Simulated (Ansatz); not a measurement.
**Two structures of WS$_{2}$ under several functionals**

Plane-wave DFT in Ansatz with scalar-relativistic PAW potentials (420 eV, r2SCAN 500 eV). Each structure was relaxed within its symmetry at each level.
A. P-3m1, 6 atoms in the computed cell, a = 3.188 Å, c = 24.171 Å; sites (symmetry × multiplicity) W 3m. × 2, S 3m. × 2 + 3m. × 2
B. P-6m2, 3 atoms in the computed cell, a = 3.189 Å, c = 16.951 Å; sites (symmetry × multiplicity) W -6m2 × 1, S 3m. × 2
(cells at PBE)

Question: Does the choice of functional change which is lower?

Answer:
```tsv
level	E(B) − E(A) (meV/atom)	V(A) (Å³/atom)	V(B) (Å³/atom)
PBE	0.8	35.45	49.75
PBEsol	4.3	33.66	48.43
r2SCAN	6.6	34.61	49.52
```

No: wherever the difference exceeds numerical noise A is lower; the difference varies by 6 meV/atom between levels. The margin is a few meV per atom, within the functionals' error and close to that of the meshes, so vibrations or another level could turn it. Functionals that bind more strongly (LDA, PBEsol, a dispersion term) tend to favour the denser structure.

Spin–orbit coupling is left out, which can shift energies with elements as heavy as these. Each cell of WS2 holds layers, and where no dispersion correction was added their binding is poorly described.